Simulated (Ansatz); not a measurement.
# Preparing HfO2 (P2_1/c) as a host crystal, part 2 of 2

Aim: the runs on the perfect crystal HfO2 (P2_1/c) that a defect calculation needs first.

Ansatz 0.2.0; plane-wave PAW DFT, r2SCAN; relaxation of the host's cell and atoms; PAW set soft_1 (the session's first sound run).

So far. Step 3 (Dielectric tensors of the host): The principal values of the electronic dielectric tensor are 4.68, 5.06 and 5.09. The principal values of the static dielectric tensor are 15.30, 19.46 and 21.76.

## (4) Defect free supercell relaxed in its symmetry

This cell, the one that will hold the defects, is built from the relaxed host. Its coarser k-points can move the atoms a little, so it is relaxed from the symmetric sites, as the reference for the test of stability.

This step: plane-wave PAW DFT, r2SCAN; relaxation of the defect-free supercell in its symmetry; PAW set soft_1 (Ansatz 0.2.0).

System of this step: HfO2 (P2_1/c). The cell holds 96 atoms: 32 Hf and 64 O. Its edges and angles: a = 10.229 Å, b = 10.363 Å, c = 10.593 Å, α = 90.0°, β = 99.5°, γ = 90.0°.

The input, pristine.symmetric/input.yaml:

```yaml
crystal:
  lattice:
    - [10.2294504898, 0.0, 0.0087819208]
    - [0.0, 10.3626286749, 0.0]
    - [-1.7504376039, 0.0, 10.4476751421]
  atoms:
    - { symbol: Hf, position: [0.1380886692, 0.2290864202, 0.3541307092] }
    - { symbol: Hf, position: [0.3619113308, 0.4790864202, 0.3958692908] }
    - { symbol: Hf, position: [0.3619113308, 0.2709135798, 0.1458692908] }
    - { symbol: Hf, position: [0.1380886692, 0.0209135798, 0.1041307092] }
    - { symbol: O, position: [0.2239984862, 0.3711857871, 0.4892109611] }
    - { symbol: O, position: [0.2760015138, 0.1211857871, 0.2607890389] }
    - { symbol: O, position: [0.2760015138, 0.1288142129, 0.0107890389] }
    - { symbol: O, position: [0.2239984862, 0.3788142129, 0.2392109611] }
    - { symbol: O, position: [0.0349713344, 0.1667376796, 0.1721316082] }
    - { symbol: O, position: [0.4650286656, 0.4167376796, 0.0778683918] }
    - { symbol: O, position: [0.4650286656, 0.3332623204, 0.3278683918] }
    - { symbol: O, position: [0.0349713344, 0.0832623204, 0.4221316082] }
    - { symbol: Hf, position: [0.1380886692, 0.2290864202, 0.8541307092] }
    - { symbol: Hf, position: [0.3619113308, 0.4790864202, 0.8958692908] }
    - { symbol: Hf, position: [0.3619113308, 0.2709135798, 0.6458692908] }
    - { symbol: Hf, position: [0.1380886692, 0.0209135798, 0.6041307092] }
    - { symbol: O, position: [0.2239984862, 0.3711857871, 0.9892109611] }
    - { symbol: O, position: [0.2760015138, 0.1211857871, 0.7607890389] }
    - { symbol: O, position: [0.2760015138, 0.1288142129, 0.5107890389] }
    - { symbol: O, position: [0.2239984862, 0.3788142129, 0.7392109611] }
    - { symbol: O, position: [0.0349713344, 0.1667376796, 0.6721316081] }
    - { symbol: O, position: [0.4650286656, 0.4167376796, 0.5778683919] }
    - { symbol: O, position: [0.4650286656, 0.3332623204, 0.8278683919] }
    - { symbol: O, position: [0.0349713344, 0.0832623204, 0.9221316082] }
    - { symbol: Hf, position: [0.1380886692, 0.7290864202, 0.3541307092] }
    - { symbol: Hf, position: [0.3619113308, 0.9790864202, 0.3958692908] }
    - { symbol: Hf, position: [0.3619113308, 0.7709135798, 0.1458692908] }
    - { symbol: Hf, position: [0.1380886692, 0.5209135798, 0.1041307092] }
    - { symbol: O, position: [0.2239984862, 0.8711857871, 0.4892109611] }
    - { symbol: O, position: [0.2760015138, 0.6211857871, 0.2607890389] }
[... 60 atom lines left out ...]
    - { symbol: O, position: [0.7760015138, 0.6288142129, 0.5107890389] }
    - { symbol: O, position: [0.7239984862, 0.8788142129, 0.7392109611] }
    - { symbol: O, position: [0.5349713344, 0.6667376796, 0.6721316081] }
    - { symbol: O, position: [0.9650286656, 0.9167376796, 0.5778683919] }
    - { symbol: O, position: [0.9650286656, 0.8332623204, 0.8278683919] }
    - { symbol: O, position: [0.5349713344, 0.5832623204, 0.9221316082] }
basis:
  ecutwfc: 500
  xc_grid: 2
hamiltonian:
  xc: r2scan
  pseudopotentials: { kind: paw, azcp: { folder: soft_1 } }
kpoints:
  mp_grid: { grid: [1, 1, 1] }
scf:
  occupations: { method: fermi_dirac, width: 0.01 }
  max_iter: 100
  lower_state_search: "off"
output:
  forces: true
relax:
  f_tol: 0.015
  max_steps: 60
  escape_saddle: false
checkpoint:
  write: "../pristine.symmetric.run"
  compress: false
  write_wavefunctions: false
  write_every: 100000
```

On the command line:

```sh
$ ansatz run input.yaml --threads 32 --pin off --max-ram 131891MiB --backend cuda --events-out ev --progress --plain --runs-dir out
```

Numbers of over 12 decimals in the logs are rounded to 6 here.

Output:

```text
[...]
device memory: the entry about to start is reckoned to put 5.0 GiB on a device that reports 182.5 GiB free
GPU FFT provider: cuFFT
GPU libraries: cuBLAS 13.8.1, cuFFT 12.4.0, cuSOLVER 12.3.2
GPU matrix products: emulated (plane waves: as basis.precision tells), large ones in fixed point in workspaces of 1.00 GiB
Crystal: 96 atoms, lattice volume = 1107.655 Å³
Basis set: ecut = 500 eV, 28081 PW (Γ), exchange–correlation on 150×160×160 points (8 copies of the dense FFT grid, shifted against one another)
Bands: 730, of which v1, the nominal top of the filled ones, is band 608 counted from 1 (607 counted from 0)
Symmetry: 32 space group operations
[...]
k-points: 1
[...]
GPU buffer pool allocated for 480000 grid points (all kernels)
GPU transforms: local potential: pruned to the plane-wave sphere, on 75×75×80; band sums: pruned to the plane-wave sphere, on 75×80×80
[...]
SCF iter   1: F=-540044.301247 eV  HF=-540078.109117 eV  |Δ(HF+E_count)|=         —  Δρ=8.88e-2  dr2=6.76e1  dr2_τ=5.20e0  Hψ=2195
[...]
SCF iter   3: F=-540065.360828 eV  HF=-540070.040970 eV  |Δ(HF+E_count)|=   4.96e-1  Δρ=2.25e-2  dr2=4.81e0  dr2_τ=5.22e-1  Hψ=1104
automatic band count: iteration 3 solves 705 bands in place of 730: the levels show a gap, and the empty bands left out lie too high to hold charge; the band table lists the bands solved (type scf.n_extra_bands for more)
SCF iter   4: F=-540068.796286 eV  HF=-540068.664134 eV  |Δ(HF+E_count)|=    1.38e0  Δρ=7.31e-3  dr2=4.29e-1  dr2_τ=2.91e-2  Hψ=1238
[...]
SCF iter  10: F=-540068.822313 eV  HF=-540068.822313 eV  |Δ(HF+E_count)|=   4.56e-6  Δρ=1.09e-5  dr2=1.10e-6  dr2_τ=1.75e-7  Hψ=2571
SCF 1 converged in 10 iterations: F = -540068.822313 eV  dr2 = 1.10e-6
[...]
relax step   1: F+E_penalty+E_count = -540068.82231293 eV  Δ(F+E_penalty+E_count) = +0.000e0 eV  max|allowed force component| = 9.155e-3 eV/Å  Δτ_max = 0.0000 Å  (10 SCF iters, dr2 threshold 5.63e-6 eV, accepted)
[...]
SCF iter   4: F=-540068.822313 eV  HF=-540068.822313 eV  |Δ(HF+E_count)|=   3.43e-8  Δρ=8.22e-7  dr2=1.20e-8  dr2_τ=4.45e-10  Hψ=2488
SCF 2 converged in 4 iterations: F = -540068.822313 eV  dr2 = 1.20e-8
relax step   2: F+E_penalty+E_count = -540068.82231305 eV  Δ(F+E_penalty+E_count) = -1.262e-7 eV  max|allowed force component| = 9.189e-3 eV/Å  Δτ_max = 0.0000 Å  (4 SCF iters, accepted)
[...]
SCF iter   2: F=-540068.822313 eV  HF=-540068.822313 eV  |Δ(HF+E_count)|=   1.98e-9  Δρ=7.02e-7  dr2=7.14e-9  dr2_τ=3.03e-10  Hψ=1917
SCF 3 converged in 2 iterations: F = -540068.822313 eV  dr2 = 7.14e-9
SCF converged after 2 iterations
Free energy (F): -540068.822313 eV
[...]
Internal energy: -540068.822313 eV  (E = F + TS)
E sigma→0 (E₀):  -540068.822313 eV
Fermi energy:    14.893559 eV
[...]
--- Forces (eV/Å), atoms counted from 1 ---
  atom   1  Hf    -0.00621753    -0.00919331    -0.00422727
  atom   2  Hf     0.00621753    -0.00919331     0.00422727
  atom   3  Hf     0.00621753     0.00919331     0.00422727
  atom   4  Hf    -0.00621753     0.00919331    -0.00422727
  atom   5  O     -0.00678845    -0.00238227    -0.00369237
  atom   6  O      0.00678845    -0.00238227     0.00369237
  [... 90 more lines of this table ...]
  max |Σ_I F_I| component: 4.68e-17 eV/Å
--- Relaxed structure (2 steps of the walk, 2 accepted, 0 SCFs on fresh bases) ---
  F+E_penalty+E_count = -540068.82231305 eV   max|allowed force component| = 9.189e-3 eV/Å
  atoms:
    - { symbol: Hf, position: [0.138089, 0.229086, 0.354131] }
    - { symbol: Hf, position: [0.3619113308, 0.4790864202, 0.395869] }
    - { symbol: Hf, position: [0.361911, 0.2709135798, 0.145869] }
    - { symbol: Hf, position: [0.138089, 0.0209135798, 0.104131] }
    - { symbol: O, position: [0.223998, 0.3711857871, 0.489211] }
    - { symbol: O, position: [0.276002, 0.1211857871, 0.260789] }
  [... 90 more lines of this table ...]
```

Elapsed: 2.6 s, on 1 × NVIDIA GB200 with 32 threads of Arm Neoverse V2, shared host; peak memory 1.4 GiB; 7.4 s of CPU time.

No atom moved by 0.005 Å in the relaxation.

## (5) Defect free supercell relaxed from displaced atoms

This step: plane-wave PAW DFT, r2SCAN; relaxation of the defect-free supercell from random displacements, a test of the host's stability; PAW set soft_1 (Ansatz 0.2.0).

pristine.rattled/input.yaml, as its differences from pristine.symmetric/input.yaml of step 4:

```diff
@@ -59,6 +59,6 @@
   f_tol: 0.015
-  max_steps: 60
-  escape_saddle: false
+  max_steps: 120
+  random_displacement: { amplitude: 0.06, seed: 6868 }
 checkpoint:
-  write: "../pristine.symmetric.run"
+  write: "../pristine.rattled.run"
   compress: false
```

Output:

```text
[...]
Crystal: 96 atoms, lattice volume = 1107.655 Å³
Basis set: ecut = 500 eV, 28081 PW (Γ), exchange–correlation on 150×160×160 points (8 copies of the dense FFT grid, shifted against one another)
Bands: 730, of which v1, the nominal top of the filled ones, is band 608 counted from 1 (607 counted from 0)
Symmetry: 1 space group operations
k-points: 1
[...]
SCF iter   1: F=-540040.460242 eV  HF=-540075.642498 eV  |Δ(HF+E_count)|=         —  Δρ=8.93e-2  dr2=6.92e1  dr2_τ=5.35e0  Hψ=2173
[...]
SCF iter   3: F=-540062.125136 eV  HF=-540066.962914 eV  |Δ(HF+E_count)|=   5.90e-1  Δρ=2.27e-2  dr2=4.92e0  dr2_τ=5.33e-1  Hψ=1102
[...]
SCF 1 converged in 11 iterations: F = -540065.705765 eV  dr2 = 8.73e-7
[...]
relax step   1: F+E_penalty+E_count = -540065.70576502 eV  Δ(F+E_penalty+E_count) = +0.000e0 eV  max|allowed force component| = 1.941e0 eV/Å  Δτ_max = 0.0000 Å  (11 SCF iters, dr2 threshold 5.63e-6 eV, accepted)
[...]
relax step   2: F+E_penalty+E_count = -540067.63611048 eV  Δ(F+E_penalty+E_count) = -1.930e0 eV  max|allowed force component| = 1.498e0 eV/Å  Δτ_max = 0.1398 Å  (7 SCF iters, dr2 threshold 1.00e-4 eV, accepted)
relax step   3: F+E_penalty+E_count = -540068.82046571 eV  Δ(F+E_penalty+E_count) = -1.184e0 eV  max|allowed force component| = 5.106e-2 eV/Å  Δτ_max = 0.0805 Å  (7 SCF iters, dr2 threshold 1.00e-4 eV, accepted)
relax step   4: F+E_penalty+E_count = -540068.82046903 eV  Δ(F+E_penalty+E_count) = -3.317e-6 eV  max|allowed force component| = 5.104e-2 eV/Å  Δτ_max = 0.0000 Å  (5 SCF iters, accepted)
[...]
SCF iter   2: F=-540068.816418 eV  HF=-540068.816549 eV  |Δ(HF+E_count)|=   3.70e-3  Δρ=2.99e-4  dr2=5.13e-4  dr2_τ=5.19e-5  Hψ=1419
[...]
SCF iter   7: F=-540068.822640 eV  HF=-540068.822640 eV  |Δ(HF+E_count)|=   9.53e-8  Δρ=3.12e-6  dr2=7.56e-8  dr2_τ=1.06e-8  Hψ=2530
SCF 5 converged in 7 iterations: F = -540068.822640 eV  dr2 = 7.56e-8
[...]
relax step   5: F+E_penalty+E_count = -540068.82264017 eV  Δ(F+E_penalty+E_count) = -2.171e-3 eV  max|allowed force component| = 2.443e-3 eV/Å  Δτ_max = 0.0072 Å  (7 SCF iters, accepted)
[...]
SCF iter   1: F=-540068.822640 eV  HF=-540068.822640 eV  |Δ(HF+E_count)|=         —  Δρ=3.12e-6  dr2=7.56e-8  dr2_τ=1.06e-8  Hψ=2881
[...]
SCF iter   2: F=-540068.822640 eV  HF=-540068.822640 eV  |Δ(HF+E_count)|=   2.79e-9  Δρ=1.30e-6  dr2=1.75e-8  dr2_τ=1.64e-9  Hψ=2122
SCF 6 converged in 2 iterations: F = -540068.822640 eV  dr2 = 1.75e-8
SCF converged after 2 iterations
Free energy (F): -540068.822640 eV
[...]
Internal energy: -540068.822640 eV  (E = F + TS)
E sigma→0 (E₀):  -540068.822640 eV
Fermi energy:    14.891757 eV
[...]
--- Forces (eV/Å), atoms counted from 1 ---
  atom   1  Hf    -0.00103000     0.00069171     0.00170594
  atom   2  Hf    -0.00022433    -0.00008137    -0.00013905
  atom   3  Hf    -0.00072965    -0.00088452    -0.00167610
  atom   4  Hf    -0.00010499    -0.00167180    -0.00046141
  atom   5  O     -0.00023224    -0.00094230    -0.00030286
  atom   6  O      0.00073905    -0.00022244     0.00086626
  [... 90 more lines of this table ...]
  max |Σ_I F_I| component: 3.76e-3 eV/Å
--- Relaxed structure (5 steps of the walk, 5 accepted, 0 SCFs on fresh bases) ---
  F+E_penalty+E_count = -540068.82264017 eV   max|allowed force component| = 2.443e-3 eV/Å
  atoms:
    - { symbol: Hf, position: [0.138607, 0.229214, 0.354117] }
    - { symbol: Hf, position: [0.362434, 0.479215, 0.395886] }
    - { symbol: Hf, position: [0.362442, 0.271222, 0.145884] }
    - { symbol: Hf, position: [0.138612, 0.021230, 0.104129] }
    - { symbol: O, position: [0.224444, 0.371395, 0.489149] }
    - { symbol: O, position: [0.276590, 0.121397, 0.260857] }
  [... 90 more lines of this table ...]
```

Run time: 4.7 s. Hardware: 1 × NVIDIA GB200 with 32 threads; peak memory 1.4 GiB.

Relaxation path:

```
step  energy less that of the first step (eV)  largest force component (eV/Å)
   1                                   0.0000                          1.9412
   2                                  -1.9303                          1.4980
   3                                  -3.1147                          0.0511
   4                                  -3.1147                          0.0510
   5                                  -3.1169                          0.0024
```

The relaxation ends 32 meV an atom lower than the displaced start, with a largest force component of 0.0024 eV/Å.

## (6) Host on a dense mesh

This step: plane-wave PAW DFT, r2SCAN; single point of the defect-free host, a test of the k-point sampling; PAW set soft_1 (Ansatz 0.2.0).

System of this step: HfO2 (P2_1/c). Symmetry: P2_1/c, No. 14, monoclinic system. Conventional cell: a = 5.115 Å, b = 5.181 Å, c = 5.297 Å, α = 90.00°, β = 99.46°, γ = 90.00°. Nearest to Hf lie 7 O at 2.04 to 2.25 Å. Nearest to O lie 4 Hf at 2.14 to 2.25 Å. Nearest to O lie 3 Hf at 2.04 to 2.14 Å. Farther neighbours and most contacts between anions are not listed.

The input, dense/input.yaml:

```yaml
crystal:
  lattice:
    - [5.1147252449, 0.0, 0.0043909604]
    - [0.0, 5.1813143374, 0.0]
    - [-0.8752188019, 0.0, 5.2238375711]
  atoms:
    - { symbol: Hf, position: [0.2761773384, 0.4581728403, 0.7082614185] }
    - { symbol: Hf, position: [0.7238226616, 0.9581728403, 0.7917385815] }
    - { symbol: Hf, position: [0.7238226616, 0.5418271597, 0.2917385815] }
    - { symbol: Hf, position: [0.2761773384, 0.0418271597, 0.2082614185] }
    - { symbol: O, position: [0.4479969725, 0.7423715742, 0.9784219222] }
    - { symbol: O, position: [0.5520030275, 0.2423715742, 0.5215780778] }
    - { symbol: O, position: [0.5520030275, 0.2576284258, 0.0215780778] }
    - { symbol: O, position: [0.4479969725, 0.7576284258, 0.4784219222] }
    - { symbol: O, position: [0.0699426689, 0.3334753591, 0.3442632163] }
    - { symbol: O, position: [0.9300573311, 0.8334753591, 0.1557367837] }
    - { symbol: O, position: [0.9300573311, 0.6665246409, 0.6557367837] }
    - { symbol: O, position: [0.0699426689, 0.1665246409, 0.8442632163] }
basis:
  ecutwfc: 500
  xc_grid: 2
hamiltonian:
  xc: r2scan
  pseudopotentials: { kind: paw, azcp: { folder: soft_1 } }
kpoints:
  mp_grid: { grid: [6, 6, 6] }
scf:
  occupations: { method: fermi_dirac, width: 0.01 }
  max_iter: 100
  lower_state_search: "off"
checkpoint:
  write: "../dense.run"
  compress: false
  write_wavefunctions: false
  write_every: 100000
```

Output:

```text
[...]
GPU FFT provider: cuFFT
GPU libraries: cuBLAS 13.8.1, cuFFT 12.4.0, cuSOLVER 12.3.2
[...]
Crystal: 12 atoms, lattice volume = 138.457 Å³
Basis set: ecut = 500 eV, 3535 PW (Γ), exchange–correlation on 80×80×80 points (8 copies of the dense FFT grid, shifted against one another)
Bands: 88, of which v1, the nominal top of the filled ones, is band 76 counted from 1 (75 counted from 0)
Symmetry: 4 space group operations
[...]
k-points: 80 of 216
[...]
GPU buffer pool allocated for 64000 grid points (all kernels)
GPU transforms: local potential and band sums: pruned to the plane-wave sphere, on 40×40×40
[...]
SCF iter   1: F=-67505.564801 eV  HF=-67509.801358 eV  |Δ(HF+E_count)|=         —  Δρ=8.88e-2  dr2=8.44e0  dr2_τ=6.45e-1  Hψ=22226
[...]
SCF iter  11: F=-67508.634752 eV  HF=-67508.634752 eV  |Δ(HF+E_count)|=   7.72e-8  Δρ=2.43e-6  dr2=7.70e-9  dr2_τ=2.64e-10  Hψ=14583
SCF 1 converged in 11 iterations: F = -67508.634752 eV  dr2 = 7.70e-9
[...]
SCF converged after 11 iterations
Free energy (F): -67508.634752 eV
[...]
Internal energy: -67508.634752 eV  (E = F + TS)
E sigma→0 (E₀):  -67508.634752 eV
Fermi energy:    14.892710 eV
[...]
```

Elapsed: 2.1 s, on 1 × NVIDIA GB200 with 32 threads; peak memory 1.2 GiB; 5.3 s of CPU time.

## (7) Defect free supercell at the zone centre

The supercell is run at the zone centre, to see how far that sampling misses the dense mesh.

System of this step: HfO2 (P2_1/c). The cell holds 96 atoms: 32 Hf and 64 O. Cell: a = 10.229 Å, b = 10.363 Å, c = 10.593 Å, α = 90.0°, β = 99.5°, γ = 90.0°.

pristine.sampling_gamma/input.yaml, as its differences from pristine.rattled/input.yaml of step 5:

```diff
@@ -55,10 +55,4 @@
   lower_state_search: "off"
-output:
-  forces: true
-relax:
-  f_tol: 0.015
-  max_steps: 120
-  random_displacement: { amplitude: 0.06, seed: 6868 }
 checkpoint:
-  write: "../pristine.rattled.run"
+  write: "../pristine.sampling_gamma.run"
   compress: false
```

Output:

```text
[...]
GPU FFT provider: cuFFT
GPU libraries: cuBLAS 13.8.1, cuFFT 12.4.0, cuSOLVER 12.3.2
[...]
Crystal: 96 atoms, lattice volume = 1107.655 Å³
Basis set: ecut = 500 eV, 28081 PW (Γ), exchange–correlation on 150×160×160 points (8 copies of the dense FFT grid, shifted against one another)
Bands: 704, of which v1, the nominal top of the filled ones, is band 608 counted from 1 (607 counted from 0)
Symmetry: 32 space group operations
[...]
k-points: 1
[...]
GPU buffer pool allocated for 480000 grid points (all kernels)
[...]
SCF iter   1: F=-540044.265292 eV  HF=-540078.108269 eV  |Δ(HF+E_count)|=         —  Δρ=8.88e-2  dr2=6.77e1  dr2_τ=5.19e0  Hψ=2149
[...]
SCF iter  11: F=-540068.822313 eV  HF=-540068.822313 eV  |Δ(HF+E_count)|=   4.76e-7  Δρ=3.24e-6  dr2=8.57e-8  dr2_τ=1.23e-8  Hψ=1801
SCF 1 converged in 11 iterations: F = -540068.822313 eV  dr2 = 8.57e-8
[...]
SCF converged after 11 iterations
Free energy (F): -540068.822313 eV
[...]
Internal energy: -540068.822313 eV  (E = F + TS)
E sigma→0 (E₀):  -540068.822313 eV
Fermi energy:    14.893552 eV
[...]
```

The job ended after 1.9 s (1 × NVIDIA GB200 with 32 threads; peak memory 1.4 GiB).

## (8) Results

```
primitive cell vectors, lengths                                      : 5.115, 5.181, 5.297 Å
electronic dielectric constant                                       : principal values (4.68, 5.06, 5.09)
static dielectric constant                                           : principal values (15.30, 19.46, 21.76)
gap on the k-mesh of the response run (PBEsol)                       : 4.04 eV
supercell relaxed in its symmetry less the displaced and relaxed one : 0.000 eV
energy an atom at the zone centre alone less that on the dense mesh  : 0.003 eV
```

In words: Step 5: The energy fell by 3.117 eV from the randomly displaced start; the atoms end within 0.005 Å of the sites as typed, once the mean shift is taken out. The displaced cell ends within 0.01 eV of the symmetric one relaxed in its symmetry, so no lower structure shows in this supercell. The k-mesh can miss the band edges, so this gap is an upper bound at this level. All at zero temperature.

[Logs are printed without paths, hosts, clocks, repeated set-up lines and the standing remarks that a program may print on its own settings, such as how far it seeks lower states.]

[Hosts, paths, dates, database ids (printed as entryN), source tags and the programs' standing remarks are cut or masked in the printed files.]

[Runs of the host that timed out are not shown.]

[For some hosts the program warned that the k-mesh of the response run may be too coarse for force constants and the static dielectric constant; such warnings are not always shown.]
